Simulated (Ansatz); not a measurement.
# BaTiO3: the cost of one run

Method: DFT PBE, scalar-relativistic, plane waves, PAW, in Ansatz 0.2.0.

1 further run of the same task is left out (set aside as unsound or not needed).

**1. The starting structure**

Symmetry: R3m, No. 160, trigonal system. The conventional cell has a = 5.726 Å, b = 5.726 Å, c = 7.070 Å, α = 90.00°, β = 90.00°, γ = 120.00°. Around Ba (site symmetry 3m) lie 12 O at 2.78 to 2.98 Å. Ti (site symmetry 3m) is surrounded by 6 O at 1.87 to 2.21 Å. O (site symmetry m) has 2 Ti at 1.87 to 2.21 Å as nearest neighbours.

Coordinates:

```
CELL_PARAMETERS angstrom
2.86317 1.65305 2.35650
-2.86317 1.65305 2.35650
0.00000 -3.30611 2.35650
ATOMIC_POSITIONS crystal
Ba 0.99460 0.99460 0.99460
Ti 0.48035 0.48035 0.48035
O 0.51120 0.51120 0.02185
O 0.02185 0.51120 0.51120
O 0.51120 0.02185 0.51120
```

This cell was relaxed beforehand with the same method: volume 13.38 Å³/atom, gap on the mesh 2.66 eV.

**2. Tight relaxation for the response runs**

Response runs need a geometry at rest under their own mesh and occupations; hence this stricter relaxation.

File input.yaml:

```yaml
crystal:
  lattice:
    - [2.8631730115, 1.6530537089, 2.3565033162]
    - [-2.8631730115, 1.6530537089, 2.3565033162]
    - [0.0, -3.3061074179, 2.3565033162]
  atoms:
    - { symbol: Ba, position: [-0.0054045566, -0.0054045566, -0.0054045566] }
    - { symbol: Ti, position: [0.4803536244, 0.4803536244, 0.4803536244] }
    - { symbol: O, position: [0.5112009891, 0.5112009891, 0.0218489541] }
    - { symbol: O, position: [0.0218489541, 0.5112009891, 0.5112009891] }
    - { symbol: O, position: [0.5112009891, 0.0218489541, 0.5112009891] }
basis:
  ecutwfc: 420
kpoints:
  mp_grid: { grid: [9, 9, 9] }
hamiltonian:
  xc: pbe
scf:
  occupations: { method: fixed }
output:
  forces: true
  stress: true
  eigenvalues: true
relax:
  adjacent_minimum: "off"
  f_tol: 0.001
  max_steps: 60
  cell: { stress_tol: 0.01 }
```

Launch:

```bash
$ ansatz run input.yaml --threads 2 --pin off --max-ram 5120MiB --backend cpu --events-out ev --progress --plain --runs-dir out
```

Q: Estimate wall time and peak memory on 2 threads of AMD EPYC (Zen 3), shared host.

About 52 s, with a peak of 0.44 GiB.
